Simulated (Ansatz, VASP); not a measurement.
**One calculation of W, two programs**

File INCAR:

```
SYSTEM = W
ALGO = Normal ; EDIFF = 1E-6
ENCUT = 520 ; GGA = PE
ISIF = 2 ; ISMEAR = -1
LASPH = .True. ; LCHARG = .False.
LREAL = .False. ; LWAVE = .False.
NBANDS = 21 ; NELM = 100
PREC = Accurate ; SIGMA = 0.1
```

The input KPOINTS:

```
k-points
0
Gamma
  11 11 11
  0 0 0
```

The input POSCAR:

```
W
1.0
    0.0000000000      2.9918342699      2.9918342699
    2.9918342699      0.0000000000      2.9918342699
    2.9918342699      2.9918342699      0.0000000000
W
2
Direct
    0.1250000000      0.1250000000      0.1250000000
    0.8750000000      0.8750000000      0.8750000000
```

Input for Ansatz:

```yaml
crystal:
  lattice:
    - [0.0, 2.9918342699, 2.9918342699]
    - [2.9918342699, 0.0, 2.9918342699]
    - [2.9918342699, 2.9918342699, 0.0]
  atoms:
    - { symbol: W, position: [0.125, 0.125, 0.125] }
    - { symbol: W, position: [0.875, 0.875, 0.875] }
hamiltonian:
  xc: pbe
  pseudopotentials:
    kind: paw
    azcp:
      W: "pseudopotentials/W.paw.azcp"
basis:
  ecutwfc: 420
  fft_grid_basis: typed
kpoints:
  mp_grid: { grid: [11, 11, 11], shift: [0, 0, 0] }
magnetization:
  spin_polarized: false
scf:
  occupations: { method: fermi_dirac, width: 0.1 }
  lower_state_search: "off"
output:
  stress: true
```

Alike in both runs: task single point; functional PBE; k mesh 11 × 11 × 11; occupations fermi-dirac, width 0.1 eV; no spin polarisation.

|  | VASP | Ansatz |
| --- | --- | --- |
| version | VASP 6.6.1 | Ansatz 0.2.0 |
| potentials or method | VASP PAW PBE potentials, release 64 (W_sv) | plane waves (420 eV) with PAW, scalar-relativistic |
| plane-wave cutoff (eV) | 520 | 420 |
| valence electrons in the cell | 28 | 28 |

|  | VASP | Ansatz | Ansatz less VASP |
| --- | --- | --- | --- |
| pressure (GPa) | -7.7 | -8.0 | -0.25 |

The runs have no spin-orbit coupling, so splittings on W are missing.
